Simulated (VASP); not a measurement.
# PbS (P-6m2) in VASP: a series of runs

Runs on PbS. Level: PBE. Tasks: single point.

Everything below comes from runs of VASP 6.6.1. Logs are shortened: lines on timing, memory, paths and dates and some standing lists are left out, and cuts for length are marked.

## (1) The structure

Symmetry: P-6m2, No. 187, hexagonal system. Conventional cell: a = 4.090 Å, b = 4.090 Å, c = 3.788 Å, α = 90.00°, β = 90.00°, γ = 120.00°. Around Pb (site symmetry -6m2) lie 6 S at 3.03 Å. S (site symmetry -6m2) has 6 Pb at 3.03 Å as nearest neighbours.

Measurements of this composition are mostly on another form, of space group No. 225.

## (2) Single point, PBE

File INCAR:

```
SYSTEM = PbS
PREC = Accurate
ENCUT = 400
EDIFF = 1E-6
ISMEAR = 0
SIGMA = 0.05
LREAL = .FALSE.
LASPH = .TRUE.
NELM = 100
ALGO = Normal
ISIF = 2
LWAVE = .FALSE.
LCHARG = .FALSE.
GGA = PE
NBANDS = 12
ADDGRID = .FALSE.
```

File KPOINTS:

```
Automatic mesh
0
G
  8 8 7
  0 0 0
```

File POSCAR:

```
PbS
1.0
    4.0896976867      0.0000000000      0.0000000000
   -2.0448488433      3.5417820905      0.0000000000
    0.0000000000      0.0000000000      3.7881670000
Pb S
1 1
Direct
    0.0000000000      0.0000000000      0.0000000000
    0.6666666667      0.3333333333      0.5000000000
```

Potentials or basis: VASP PAW PBE potentials, release 64 (Pb, S).

Run with:

```bash
$ cat potpaw_PBE.64/Pb/POTCAR potpaw_PBE.64/S/POTCAR > POTCAR
$ mpirun -np 1 vasp_std > vasp.out
```

OUTCAR:

```text
SYSTEM = PbS
   PREC = Accurate
   ENCUT = 400
   EDIFF = 1E-6
   ISMEAR = 0
   LREAL = .FALSE.
   LASPH = .TRUE.
   NELM = 100
   ISIF = 2
   GGA = PE

 Found     40 irreducible k-points:

 Following reciprocal coordinates:
            Coordinates               Weight
  0.000000  0.000000  0.000000      1.000000
  0.125000  0.000000  0.000000      6.000000
  0.250000  0.000000  0.000000      6.000000
  0.375000  0.000000  0.000000      6.000000
  0.500000  0.000000  0.000000      3.000000
  0.125000  0.125000  0.000000      6.000000
   k-points           NKPTS =     40   k-points in BZ     NKDIM =     40   number of bands    NBANDS=     12
   number of dos      NEDOS =    301   number of ions     NIONS =      2
   total plane-waves  NPLWV =  21952
   dimension x,y,z NGX =    28 NGY =   28 NGZ =   28
   dimension x,y,z NGXF=    56 NGYF=   56 NGZF=   56
   ions per type =               1   1
   NGX,Y,Z   is equivalent  to a cutoff of  11.38, 11.38, 12.29 a.u.
   NGXF,Y,Z  is equivalent  to a cutoff of  22.76, 22.76, 24.58 a.u.
 SYSTEM =  PbS
   PREC   = accura    normal or accurate (medium, high low for compatibility)
   ISTART =      0    job   : 0-new  1-cont  2-samecut
   ICHARG =      2    charge: 1-file 2-atom 10-const
   ISPIN  =      1    spin polarized calculation?
   LNONCOLLINEAR =      F non collinear calculations
   LSORBIT =      F    spin-orbit coupling
   LASPH  =      T    aspherical Exc in radial PAW
   ENCUT  =  400.0 eV  29.40 Ry    5.42 a.u.   6.67  6.67  6.18*2*pi/ulx,y,z
   NELM   =    100;   NELMIN=  2; NELMDL= -5     # of ELM steps
   EDIFF  = 0.1E-05   stopping-criterion for ELM
   LREAL  =      F    real-space projection
   EDIFFG = 0.1E-04   stopping-criterion for IOM
   NSW    =      0    number of steps for IOM
   IBRION =     -1    ionic relax: 0-MD 1-quasi-New 2-CG
   NFREE  =      0    steps in history (QN), initial steepest desc. (CG)
   ISIF   =      2    stress and relaxation
   ISYM   =      2    0-nonsym 1-usesym 2-fastsym
   POTIM  = 0.5000    time-step for ionic-motion
   TEBEG  =    0.0;   TEEND  =   0.0 temperature during run
   PSTRESS=    0.0 pullay stress
   NELECT =      10.0000    total number of electrons
   NUPDOWN=      -1.0000    fix difference up-down
   EMIN   =  10.00;   EMAX   =-10.00  energy-range for DOS
   EFERMI =   0.00;   METHOD = LEGACY
   ISMEAR =     0;   SIGMA  =   0.05  broadening in eV -4-tet -1-fermi 0-gaus
   EFERMI_NEDOS =   21; number of points for ismear=-14 and -15
   IALGO  =     38    algorithm
   IMIX   =      4    mixing-type and parameters
     AMIX     =   0.40;   BMIX     =  1.00
     AMIX_MAG =   1.60;   BMIX_MAG =  1.00
  volume/ion in A,a.u.               =      27.44       185.14
  Fermi-wavevector in a.u.,A,eV,Ry     =   0.928170  1.753987 11.721408  0.861499
  Thomas-Fermi vector in A             =   2.054318
   LORBIT       =      0    0 simple, 1 ext, 2 COOP (PROOUT), +10 PAW based schemes
   GGA     = PE    functional components
   LHFCALC =     F    Hartree Fock is set to
   AEXX    =    0.0000 exact exchange contribution
   IVDW    =     0    specifies the selected vdW correction
   LEPSILON=     F    determine dielectric tensor
   LRPA    =     F    only Hartree local field effects (RPA)
 non-spin polarized calculation
 Gauss-broadening in eV      SIGMA  =   0.05
  energy-cutoff  :      400.00
  volume of cell :       54.87
 maximum number of plane-waves:      1026
 NGX is ok and might be reduce to    28
   NGX = 13   NGY = 13   NGZ = 13

 number of electron      10.0000000 magnetization

 Free energy of the ion-electron system (eV)
  ---------------------------------------------------
  ext. energy  EPLUGINS =         0.00000000
  ---------------------------------------------------
  free energy    TOTEN  =        -8.55663725 eV

  energy without entropy =       -8.55661793  energy(sigma->0) =       -8.55662759

 E-fermi :   3.9077     XC(G=0):  -9.3460

 val. band max:        3.8115705512   @ k =   0.3750   0.2500   0.0000
 cond. band min:       4.0117509445   @ k =   0.3750   0.2500   0.4286
 fundamental gap:      0.2001803933
 Fermi energy:         3.9077416442

 k-point     1 :       0.0000    0.0000    0.0000
  band No.  band energies     occupation
      1      -9.2474      2.00000
      2      -2.5632      2.00000
      3       1.7537      2.00000
      4       2.2257      2.00000
      5       2.2257      2.00000
      6       7.3543      0.00000
      7       7.3543      0.00000
      8       9.1639      0.00000
      9      10.3994      0.00000
     10      10.9402      0.00000
     11      14.8175      0.00000
     12      14.8181      0.00000

 k-point     2 :       0.1250    0.0000    0.0000
  band No.  band energies     occupation
      1      -9.1299      2.00000
      2      -2.8334      2.00000
      3       1.8712      2.00000
      4       2.0418      2.00000
      5       2.2505      2.00000
      6       6.7310      0.00000
      7       7.6740      0.00000
      8       9.4289      0.00000
      9       9.9365      0.00000
     10      12.0270      0.00000
     11      13.9778      0.00000
     12      14.5713      0.00000

 k-point     3 :       0.2500    0.0000    0.0000
  band No.  band energies     occupation
      1      -8.8078      2.00000
      2      -3.5032      2.00000
      3       1.6606      2.00000
      4       2.1833      2.00000
      5       2.2455      2.00000
      6       6.0215      0.00000
      7       8.3702      0.00000
      8       9.0036      0.00000
      9       9.8572      0.00000
     10      12.5707      0.00000
     11      14.3797      0.00000
     12      14.8786      0.00000

 k-point     4 :       0.3750    0.0000    0.0000
  band No.  band energies     occupation
      1      -8.4021      2.00000
      2      -4.2338      2.00000
      3       1.3392      2.00000
      4       2.1577      2.00000
      5       2.5513      2.00000
      6       5.8077      0.00000
      7       8.1725      0.00000
      8       8.9557      0.00000
      9       9.5921      0.00000
     10      13.3355      0.00000
     11      14.7272      0.00000
     12      14.7865      0.00000

 k-point     5 :       0.5000    0.0000    0.0000
  band No.  band energies     occupation
      1      -8.1923      2.00000
      2      -4.5728      2.00000
      3       1.2187      2.00000
      4       2.1019      2.00000
      5       2.7276      2.00000
      6       5.8209      0.00000
      7       7.8321      0.00000
      8       9.1582      0.00000
      9       9.2947      0.00000
     10      14.6610      0.00000
     11      14.8194      0.00000
     12      14.9663      0.00000

 k-point     6 :       0.1250    0.1250    0.0000
  band No.  band energies     occupation
      1      -8.9092      2.00000
      2      -3.2954      2.00000
      3       1.5816      2.00000
      4       2.0869      2.00000
      5       2.4515      2.00000
      6       6.2101      0.00000
      7       8.0604      0.00000
      8       9.2686      0.00000
      9       9.8048      0.00000
     10      12.7187      0.00000
     11      14.1207      0.00000
     12      14.3545      0.00000

 [... further k-points ...]

------------------------ aborting loop because EDIFF is reached ----------------------------------------

  FORCE on cell =-STRESS in cart. coord.  units (eV):
  Direction    XX          YY          ZZ          XY          YZ          ZX
  --------------------------------------------------------------------------------------
  -------------------------------------------------------------------------------------
  Total       -0.0920344     -0.0920344     -0.1440176     -0.0000000      0.0000000      0.0000000
  in kB       -2.6873142     -2.6873142     -4.2051731     -0.0000000      0.0000000      0.0000000
  external PRESSURE =      -3.1932672 kB  Pullay stress =       0.0000000 kB

 VOLUME and BASIS-vectors are now :
 -----------------------------------------------------------------------------
  energy-cutoff  :      400.00
  volume of cell :       54.87
      direct lattice vectors                 reciprocal lattice vectors
     4.089697687  0.000000000  0.000000000     0.244516851  0.141171870  0.000000000
    -2.044848843  3.541782090  0.000000000     0.000000000  0.282343740  0.000000000
     0.000000000  0.000000000  3.788167000     0.000000000  0.000000000  0.263979914

 POSITION                                       TOTAL-FORCE (eV/Angst)
 -----------------------------------------------------------------------------------
      0.00000      0.00000      0.00000        -0.000000      0.000000      0.000000
      2.04485      1.18059      1.89408         0.000000      0.000000      0.000000
 -----------------------------------------------------------------------------------
    total drift:                               -0.000000      0.000000      0.000000

  FREE ENERGIE OF THE ION-ELECTRON SYSTEM (eV)
  ---------------------------------------------------
  free  energy   TOTEN  =        -8.5566372495 eV

  energy  without entropy=       -8.5566179269  energy(sigma->0) =       -8.55662759
```

Wall time 10 s (1 thread of Intel Xeon 6975P-C (Granite Rapids), shared host); peak memory 0.17 GiB.

These settings aren't checked as converged: the numbers below hold their error.

What came out:

```
Free energy            : -8.5566 eV
Pressure               : -0.3 GPa
Band gap on the k mesh : 0.20 eV, indirect (least direct gap 1.65 eV)
```

Caveat: spin-orbit coupling is left out, which as a rule narrows the gap of such compounds by several tenths of an eV; an odd mesh through Γ misses points on the zone boundary, where band edges often lie.

## (3) Single point, PBE

INCAR is that of step 2.

KPOINTS is that of step 2.

File POSCAR:

```
PbS
1.0
    4.0896976867      0.0000000000      0.0000000000
   -2.0448488433      3.5417820905      0.0000000000
    0.0000000000      0.0000000000      3.7881670000
Pb S
1 1
Direct
    0.0512430000     -0.0024510000     -0.0244300000
    0.6810560000      0.3414810000      0.4970830000
```

Potentials or basis: VASP PAW PBE potentials, release 64 (Pb, S).

Run with:

```bash
$ cat potpaw_PBE.64/Pb/POTCAR potpaw_PBE.64/S/POTCAR > POTCAR
$ mpirun -np 1 vasp_std > vasp.out
```

OUTCAR:

```text
SYSTEM = PbS
   PREC = Accurate
   ENCUT = 400
   EDIFF = 1E-6
   ISMEAR = 0
   LREAL = .FALSE.
   LASPH = .TRUE.
   NELM = 100
   ISIF = 2
   GGA = PE

 Found    226 irreducible k-points:

 Following reciprocal coordinates:
            Coordinates               Weight
  0.000000  0.000000  0.000000      1.000000
  0.125000  0.000000  0.000000      2.000000
  0.000000  0.125000  0.000000      2.000000
 -0.125000  0.125000  0.000000      2.000000
  0.250000  0.000000  0.000000      2.000000
  0.000000  0.250000  0.000000      2.000000
   k-points           NKPTS =    226   k-points in BZ     NKDIM =    226   number of bands    NBANDS=     12
[... 171 lines left out ...]
  --------------------------------------------------------------------------------------
  -------------------------------------------------------------------------------------
  Total       -0.0146695      0.0403932      0.0974866      0.0357047      0.0047134     -0.1254327
  in kB       -0.4283349      1.1794415      2.8465141      1.0425437      0.1376272     -3.6625126
  external PRESSURE =       1.1992069 kB  Pullay stress =       0.0000000 kB

 VOLUME and BASIS-vectors are now :
 -----------------------------------------------------------------------------
  energy-cutoff  :      400.00
  volume of cell :       54.87
      direct lattice vectors                 reciprocal lattice vectors
     4.089697687  0.000000000  0.000000000     0.244516851  0.141171870  0.000000000
    -2.044848843  3.541782090  0.000000000     0.000000000  0.282343740  0.000000000
     0.000000000  0.000000000  3.788167000     0.000000000  0.000000000  0.263979914

 POSITION                                       TOTAL-FORCE (eV/Angst)
 -----------------------------------------------------------------------------------
     -1.83027      3.53310      3.69562        -0.303127      0.062133     -0.061085
      2.08704      1.20945      1.88303         0.303127     -0.062133      0.061085
 -----------------------------------------------------------------------------------
    total drift:                                0.000025      0.000080     -0.000068

  FREE ENERGIE OF THE ION-ELECTRON SYSTEM (eV)
  ---------------------------------------------------
  free  energy   TOTEN  =        -8.5325189716 eV

  energy  without entropy=       -8.5321768192  energy(sigma->0) =       -8.53234790
```

stdout:

```text
POSCAR found type information on POSCAR PbS
 POSCAR found :  2 types and       2 ions
 scaLAPACK will be used
 LDA part: xc-table for (Slater+PW92), standard interpolation
 POSCAR, INCAR and KPOINTS ok, starting setup
 FFT: planning ... GRIDC
 FFT: planning ... GRID_SOFT
 FFT: planning ... GRID
 WAVECAR not read
 entering main loop
```

It took 54 s on 1 thread of Intel Xeon 6975P-C (Granite Rapids), shared host; peak memory 0.24 GiB.

The run converged, but some of its settings lie outside the range that counts as converged, so its numbers aren't taken as properties of the crystal.

Results:

```
Free energy            : -8.5325 eV
Pressure               : 0.1 GPa
Largest force          : 0.315 eV/Å
Band gap on the k mesh : 0.03 eV, indirect (least direct gap 1.66 eV)
```

Caveat: spin-orbit coupling is left out, which as a rule narrows the gap of such compounds by several tenths of an eV; an odd mesh through Γ misses points on the zone boundary, where band edges often lie.

(Part 1 of 2 ends here.)
